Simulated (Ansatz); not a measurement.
Runs of Ansatz 0.2.0 on Mo. Symmetry: Fm-3m, No. 225, cubic system. Conventional cell: a = 4.030 Å, b = 4.030 Å, c = 4.030 Å, α = 90.00°, β = 90.00°, γ = 90.00°. Around Mo (site symmetry m-3m) lie 12 Mo at 2.85 Å. This isn't the form of Mo at room conditions, which is bcc.

| task | level | potentials or basis | spin | U | cell | k mesh | cutoff (eV) | smearing | hubbard projectors | double counting | atoms under strain | other keys | gap on the mesh (eV) | pressure (GPa) |
| --- | --- | --- | --- | --- | --- | --- | --- | --- | --- | --- | --- | --- | --- | --- |
| density of states | exchange-only PBE+D3(BJ) | Ansatz PAW | off | - | cell strained at random at fixed volume | 11 × 11 × 11 | 420 | tetrahedron | - | - | - | - | none | 12.0 |
| elastic constants | LDA+U | JTH PAW LDA | off | Mo d U = 1 eV | as given | 10 × 10 × 10 | 1800 | gaussian 0.1 eV | all-electron-atomic | fll (the default) | relaxed | - | none | -18.9 |
| single point | revPBE+U | Ansatz PAW polarizable | off | Mo d U = 8 eV | cell strained at random at fixed volume | 11 × 11 × 11 | 420 | fermi-dirac 0.1 eV | ortho-atomic | fll (the default) | - | - | none | 38.5 |
| single point | rPW86-PBE | PseudoDojo stringent (PBE files) | SOC, no magnetisation | - | as given | 11 × 11 × 11 | 1088 | tetrahedron | - | - | - | basis.xc_grid = 1; kpoints.mp_grid.shift = [0.5, 0.5, 0.5] | none | (a) |
| single point | PBEsol+U | Ansatz PAW | SOC, no magnetisation | Mo d U = 4 eV | cell strained at random at fixed volume | 11 × 11 × 11 | 550 | fermi-dirac 0.1 eV | ortho-atomic (the default) | fll | - | scf.mixing.preconditioner = none; basis.ecutwfc = 40.4 Ry | none | -7.6 |

Problem. Estimate the missing entries.

Solution. (a) 4.6.

Caveats: the PAW data sets come from PBE, with cores solved anew for the run's functional, which leaves a small shift of forces and pressure (some runs); U without spin polarisation on a metal has little footing (some runs); the U is typed as a test and isn't derived for this compound (some runs); with tetrahedron occupations forces and stress needn't match the slope of the energy (some runs); pairwise dispersion overbinds metals, which lowers pressure and volume (some runs); the dispersion damping was fitted for another functional or another form of the correction (some runs); the cell is more than 3 GPa from zero pressure, which shifts response properties (some runs).

A k mesh can miss the band edges, and rows without SOC leave out spin-orbit coupling on Mo.

A gap of «none» marks a metal or a gap under the smearing width.

Runs at the PBE level aren't shown here.
